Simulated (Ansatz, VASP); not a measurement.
**TiC: VASP beside Ansatz**

Contents of INCAR:

```
SYSTEM = TiC
PREC     = Accurate       ! precision mode
ENCUT    = 520            ! plane-wave cutoff, eV
EDIFF    = 1E-6           ! SCF threshold, eV
ISMEAR   = -1             ! smearing method
SIGMA    = 0.03           ! smearing width, eV
LREAL    = .False.        ! projectors in reciprocal space
LASPH    = .True.         ! aspherical terms in the spheres
NELM     = 60             ! most SCF steps
ALGO     = Normal         ! electronic algorithm
ISIF     = 2              ! what is computed and relaxed
LWAVE    = .False.        ! write WAVECAR
LCHARG   = .True.         ! write CHGCAR
GGA      = PE             ! functional
LELF     = .True.         ! ELF
LVHAR    = .True.       
NBANDS   = 15             ! bands
```

KPOINTS

```
Automatic mesh
0
Gamma
  16 16 16
  0 0 0
```

The input POSCAR:

```
TiC
1.0
    0.0000000000      2.1640000000      2.1640000000
    2.1640000000      0.0000000000      2.1640000000
    2.1640000000      2.1640000000      0.0000000000
Ti C
1 1
Direct
    0.0000000000      0.0000000000      0.0000000000
    0.5000000000      0.5000000000      0.5000000000
```

Input for Ansatz:

```yaml
crystal:
  lattice:
    - [0.0, 2.164, 2.164]
    - [2.164, 0.0, 2.164]
    - [2.164, 2.164, 0.0]
  atoms:
    - { symbol: Ti, position: [0.0, 0.0, 0.0] }
    - { symbol: C, position: [0.5, 0.5, 0.5] }
kpoints:
  mp_grid: { grid: [16, 16, 16] }
  band_path:
    path:
      - [0.0, 0.0, 0.0]
      - [0.5, 0.0, 0.5]
      - [0.625, 0.25, 0.625]
      - [0.375, 0.375, 0.75]
      - [0.0, 0.0, 0.0]
      - [0.5, 0.5, 0.5]
      - [0.5, 0.25, 0.75]
      - [0.5, 0.0, 0.5]
    npoints: 14
scf:
  occupations: { method: fermi_dirac, width: 0.03 }
hamiltonian:
  xc: pbe
  pseudopotentials: { kind: all_electron, lapw: { basis_error: 0.001 } }
output:
  forces: true
  stress: true
  eigenvalues: true
  fatbands: true
  populations: true
  dos: { projected: true, de: 0.2, e_range: [-14, 8] }
```

Alike in both runs: task single point; functional PBE; k mesh 16 × 16 × 16; occupations fermi-dirac, width 0.03 eV; no spin polarisation.

|  | VASP | Ansatz |
| --- | --- | --- |
| version | VASP 6.6.1 | Ansatz 0.2.0 |
| potentials or method | VASP PAW PBE potentials, release 64 (Ti_sv, C) | all-electron LAPW, scalar-relativistic |
| plane-wave cutoff (eV) | 520 | see its input |

Ansatz gave:

* pressure (GPa): 0.8

Problem. Estimate VASP's values.

Solution. Pressure (GPa): 1.1.

Ansatz ran all-electron here, so the differences hold the error of VASP's frozen core and of both bases.
